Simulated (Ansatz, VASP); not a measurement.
Two plane-wave programs on PbO2

Contents of POSCAR:

```
PbO2
1.0
    0.0000000000      2.6581699692      2.6581699692
    2.6581699692      0.0000000000      2.6581699692
    2.6581699692      2.6581699692      0.0000000000
Pb O
1 2
Direct
    0.0000000000      0.0000000000      0.0000000000
    0.2500000000      0.2500000000      0.2500000000
    0.7500000000      0.7500000000      0.7500000000
```

Contents of INCAR.step1:

```
PREC     = Accurate       # precision mode
ENCUT    = 520            # plane-wave cutoff, eV
ISMEAR   = -1             # smearing method
SIGMA    = 0.02           # smearing width, eV
LREAL    = False          # projectors in reciprocal space
LASPH    = True           # aspherical terms in the spheres
NELM     = 80             # most SCF steps
NBANDS   = 20             # bands
GGA      = PE             # functional
ALGO     = Normal         # electronic algorithm
EDIFF    = 1E-4           # SCF threshold, eV
LWAVE    = True           # write WAVECAR
LCHARG   = False          # write CHGCAR
```

INCAR.step2

```
PREC     = Accurate       # precision mode
ENCUT    = 520            # plane-wave cutoff, eV
EDIFF    = 1E-7           # SCF threshold, eV
ISMEAR   = -1             # smearing method
SIGMA    = 0.02           # smearing width, eV
LREAL    = False          # projectors in reciprocal space
LASPH    = True           # aspherical terms in the spheres
NELM     = 80             # most SCF steps
ALGO     = Normal         # electronic algorithm
ISIF     = 2              # what is computed and relaxed
LWAVE    = False          # write WAVECAR
LCHARG   = False          # write CHGCAR
METAGGA  = R2SCAN         # meta-GGA
LMIXTAU  = True         
LUSE_VDW = True         
IVDW_NL  = 2            
BPARAM   = 11.95        
CPARAM   = 0.0093       
NBANDS   = 20             # bands
ISTART   = 1
```

Contents of KPOINTS:

```
regular mesh
0
Gamma
  6 6 6
```

Input for Ansatz:

```yaml
crystal:
  lattice:
    - [0.0, 2.6581699692, 2.6581699692]
    - [2.6581699692, 0.0, 2.6581699692]
    - [2.6581699692, 2.6581699692, 0.0]
  atoms:
    - { symbol: Pb, position: [0.0, 0.0, 0.0] }
    - { symbol: O, position: [0.25, 0.25, 0.25] }
    - { symbol: O, position: [0.75, 0.75, 0.75] }
kpoints:
  mp_grid: { grid: [6, 6, 6] }
hamiltonian:
  xc: r2scan
  dispersion: rvv10
scf:
  occupations: { method: fermi_dirac, width: 0.02 }
  n_extra_bands: 4
output:
  forces: true
  stress: true
  eigenvalues: true
```

Alike in both runs: task single point; functional r2SCAN; dispersion rVV10; k mesh 6 × 6 × 6; occupations fermi-dirac, width 0.02 eV; no spin polarisation.

|  | VASP | Ansatz |
| --- | --- | --- |
| version | VASP 6.6.1 | Ansatz 0.2.0 |
| potentials or method | VASP PAW PBE potentials, release 64 (Pb_d, O) | plane waves |
| plane-wave cutoff (eV) | 520 | 500 |
| valence electrons in the cell | 26 | 26 |

Ansatz gave:

- pressure (GPa): -1.6

Which values does VASP return?

Pressure (GPa): -0.3.

With one functional, cell and mesh, what is left measures potentials, basis and numerics.

Caveats: the PAW data sets were made with another functional, which shifts forces and pressure a little (VASP). The runs have no spin-orbit coupling, so splittings on Pb are missing.
